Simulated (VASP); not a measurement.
# SnS (Pnma) in VASP: notebook, part 2 of 2

VASP 6.6.1.

### 4 Relaxation of cell and atoms, PBEsol

File INCAR:

```
SYSTEM = SnS
ALGO = Normal
EDIFF = 1E-6
EDIFFG = -0.01
ENCUT = 600
GGA = PS
IBRION = 2
ISIF = 3
ISMEAR = 0
KPAR = 2
LASPH = .TRUE.
LCHARG = .FALSE.
LREAL = .FALSE.
LWAVE = .FALSE.
NELM = 80
NSW = 90
PREC = Accurate
SIGMA = 0.03
```

File KPOINTS:

```
k-points
0
G
  4 8 6
  0 0 0
```

File POSCAR:

```
SnS
1.0
   11.2000000000      0.0000000000      0.0000000000
    0.0000000000      3.9870000000      0.0000000000
    0.0000000000      0.0000000000      4.3340000000
Sn S
4 4
Direct
    0.1194000000      0.2500000000      0.1198000000
    0.3806000000      0.7500000000      0.6198000000
    0.6194000000      0.2500000000      0.3802000000
    0.8806000000      0.7500000000      0.8802000000
    0.8508000000      0.2500000000      0.4793000000
    0.6492000000      0.7500000000      0.9793000000
    0.3508000000      0.2500000000      0.0207000000
    0.1492000000      0.7500000000      0.5207000000
```

Potentials or basis: VASP PAW PBE potentials, release 64 (Sn_d, S).

Started as:

```sh
> cat potpaw_PBE.64/Sn_d/POTCAR potpaw_PBE.64/S/POTCAR > POTCAR
> mpirun -np 2 vasp_std > vasp.out
```

OUTCAR:

```text
SYSTEM = SnS
   EDIFF = 1E-6
   EDIFFG = -0.01
   ENCUT = 600
   GGA = PS
   IBRION = 2
   ISIF = 3
   ISMEAR = 0
   LASPH = .TRUE.
   LREAL = .FALSE.
   NELM = 80
   NSW = 90
   PREC = Accurate

 ion  position               nearest neighbor table
   1  0.119  0.250  0.120-   7 2.63   8 2.67   8 2.67   4 3.49   4 3.49
   2  0.381  0.750  0.620-   8 2.63   7 2.67   7 2.67   3 3.49   3 3.49
   3  0.619  0.250  0.380-   5 2.63   6 2.67   6 2.67   2 3.49   2 3.49
   4  0.881  0.750  0.880-   6 2.63   5 2.67   5 2.67   1 3.49   1 3.49
   5  0.851  0.250  0.479-   3 2.63   4 2.67   4 2.67
   6  0.649  0.750  0.979-   4 2.63   3 2.67   3 2.67
   7  0.351  0.250  0.021-   1 2.63   2 2.67   2 2.67
   8  0.149  0.750  0.521-   2 2.63   1 2.67   1 2.67

  LATTYP: Found a simple orthorhombic cell.
 ALAT       =     3.9870000000
 B/A-ratio  =     1.0870328568
 C/A-ratio  =     2.8091296714

[... 416 lines left out ...]
  free energy    TOTEN  =       -38.39067835 eV

  energy without entropy =      -38.39067835  energy(sigma->0) =      -38.39067835

 E-fermi :   6.6714     XC(G=0): -10.2034

 val. band max:        6.4811357814   @ k =   0.5000   0.0000   0.5000
 cond. band min:       7.2488958520   @ k =   0.0000   0.0000   0.0000
 fundamental gap:      0.7677600705
 Fermi energy:         6.6713916279

 k-point     1 :       0.0000    0.0000    0.0000
  band No.  band energies     occupation
      1     -14.7347      2.00000
      2     -14.7117      2.00000
      3     -14.7101      2.00000
      4     -14.7019      2.00000
      5     -14.6971      2.00000
      6     -14.6924      2.00000
[... 1213 lines left out ...]
     47      10.1013      0.00000
     48      10.1013      0.00000

 [... further k-points ...]

------------------------ aborting loop because EDIFF is reached ----------------------------------------

  FORCE on cell =-STRESS in cart. coord.  units (eV):
  Direction    XX          YY          ZZ          XY          YZ          ZX
  --------------------------------------------------------------------------------------
  -------------------------------------------------------------------------------------
  Total        0.0513792     -0.0601441     -0.0150018      0.0000000      0.0000000      0.0000000
  in kB        0.4393917     -0.5143484     -0.1282948      0.0000000      0.0000000      0.0000000
  external PRESSURE =      -0.0677505 kB  Pullay stress =       0.0000000 kB
[... 23 lines left out ...]
  FREE ENERGIE OF THE ION-ELECTRON SYSTEM (eV)
  ---------------------------------------------------
  free  energy   TOTEN  =       -38.3906783477 eV

  energy  without entropy=      -38.3906783477  energy(sigma->0) =      -38.39067835

 reached required accuracy - stopping structural energy minimisation
```

OSZICAR:

```text
N       E                     dE             d eps       ncg     rms          rms(c)
DAV:   1     0.948814238070E+03    0.94881E+03   -0.40133E+04  6256   0.244E+03
DAV:   2     0.132688034248E+03   -0.81613E+03   -0.79110E+03  5776   0.698E+02
DAV:   3    -0.270649780783E+02   -0.15975E+03   -0.15325E+03  6848   0.226E+02
[... 136 lines left out ...]
DAV:   1    -0.383906579252E+02    0.14570E-04   -0.79720E-03  6784   0.383E-01    0.314E-02
DAV:   2    -0.383906830877E+02   -0.25163E-04   -0.32891E-04  8256   0.121E-01    0.127E-02
DAV:   3    -0.383906801496E+02    0.29381E-05   -0.69563E-06  6352   0.193E-02    0.817E-03
DAV:   4    -0.383906784036E+02    0.17460E-05   -0.37348E-06  5216   0.183E-02    0.181E-03
DAV:   5    -0.383906783477E+02    0.55894E-07   -0.16774E-06  3064   0.112E-02
  17 F= -.38390678E+02 E0= -.38390678E+02  d E =-.146953E-03
```

CONTCAR:

```text
SnS
   1.00000000000000
    11.0829686077026075    0.0000000000000000    0.0000000000000000
     0.0000000000000000    3.9844556500582606    0.0000000000000000
     0.0000000000000000   -0.0000000000000001    4.2424905012702174
  Sn              S
     4     4
Direct
     0.1183073364449069    0.2500000000000000    0.1134200494012284
     0.3816926635550931    0.7500000000000000    0.6134200494012284
     0.6183073364449069    0.2500000000000000    0.3865799505987715
     0.8816926635550931    0.7500000000000000    0.8865799505987716
     0.8534911889285614    0.2500000000000000    0.4730776821203960
     0.6465088110714386    0.7500000000000000    0.9730776821203959
     0.3534911889285616    0.2500000000000000    0.0269223178796039
     0.1465088110714385    0.7500000000000000    0.5269223178796041

  0.00000000E+00  0.00000000E+00  0.00000000E+00
  0.00000000E+00  0.00000000E+00  0.00000000E+00
  0.00000000E+00  0.00000000E+00  0.00000000E+00
  0.00000000E+00  0.00000000E+00  0.00000000E+00
  0.00000000E+00  0.00000000E+00  0.00000000E+00
  0.00000000E+00  0.00000000E+00  0.00000000E+00
  0.00000000E+00  0.00000000E+00  0.00000000E+00
  0.00000000E+00  0.00000000E+00  0.00000000E+00
```

Run time: 27 min. Hardware: 2 MPI ranks of AMD EPYC 9R45 (Zen 5), shared host; peak memory 0.65 GiB.

Results:

```yaml
Free_energy: -38.3907 eV
Relaxed_volume: 23.42 Å³/atom
Relaxed_cell: a = 11.083 Å, b = 3.984 Å, c = 4.242 Å, α = 90.00°, β = 90.00°, γ = 90.00°
Space_group_after_relaxing_to_0.05_Å: Pnma (No. 62)
Energy_gained_by_relaxing: 3.3 meV/atom
Ionic_steps: 17
Pressure_after_relaxing: 0.0 GPa
Largest_force_after_relaxing: 0.009 eV/Å
Band_gap_on_the_k_mesh: 0.77 eV, indirect (least direct gap 1.08 eV)
```

Forces in eV/Å, atoms in the order of the input:
```
Sn  -0.003  0.000 -0.009
Sn   0.003  0.000 -0.009
Sn  -0.003  0.000  0.009
Sn   0.003  0.000  0.009
S    0.001  0.000  0.002
S   -0.001  0.000  0.002
S    0.001  0.000 -0.002
S   -0.001  0.000 -0.002
```

Step by step:
| step | energy change (eV) | largest force (eV/Å) | pressure (GPa) | volume (Å³) |
| --- | --- | --- | --- | --- |
| 1 | 0.0000 | 0.0741 | -0.79 | 193.53 |
| 2 | -0.0097 | 0.1417 | 0.13 | 190.21 |
| 3 | -0.0097 | 0.1445 | 0.17 | 190.10 |
| 4 | -0.0166 | 0.0946 | 0.11 | 189.32 |
| 5 | -0.0225 | 0.0337 | 0.02 | 187.85 |
| 6 | -0.0226 | 0.0383 | 0.03 | 187.65 |
| 7 | -0.0247 | 0.0292 | -0.04 | 187.49 |
| 8 | -0.0246 | 0.0292 | -0.03 | 187.48 |
| 9 | -0.0254 | 0.0155 | 0.05 | 187.24 |
| 10 | -0.0255 | 0.0152 | 0.09 | 187.09 |
| 11 | -0.0257 | 0.0241 | -0.09 | 187.58 |
| 12 | -0.0258 | 0.0208 | -0.02 | 187.43 |
| 13 | -0.0258 | 0.0204 | -0.05 | 187.45 |
| 14 | -0.0259 | 0.0183 | -0.02 | 187.43 |
| 15 | -0.0260 | 0.0166 | -0.01 | 187.41 |
| 16 | -0.0262 | 0.0091 | 0.02 | 187.33 |
| 17 | -0.0262 | 0.0094 | -0.01 | 187.35 |

Final structure:
```cif
data_structure
_symmetry_space_group_name_H-M 'P 1'
_symmetry_Int_Tables_number 1
_cell_length_a 11.0830
_cell_length_b 3.9845
_cell_length_c 4.2425
_cell_angle_alpha 90.000
_cell_angle_beta 90.000
_cell_angle_gamma 90.000
_cell_volume 187.35
loop_
_atom_site_label
_atom_site_type_symbol
_atom_site_fract_x
_atom_site_fract_y
_atom_site_fract_z
_atom_site_occupancy
Sn1 Sn 0.11831 0.25000 0.11342 1
Sn2 Sn 0.38169 0.75000 0.61342 1
Sn3 Sn 0.61831 0.25000 0.38658 1
Sn4 Sn 0.88169 0.75000 0.88658 1
S1 S 0.85349 0.25000 0.47308 1
S2 S 0.64651 0.75000 0.97308 1
S3 S 0.35349 0.25000 0.02692 1
S4 S 0.14651 0.75000 0.52692 1
```

Caveat: the PAW data sets were made with another functional, which shifts forces and pressure a little; spin-orbit coupling is left out, which moves the levels of the heavy elements. A k mesh can miss the band edges.
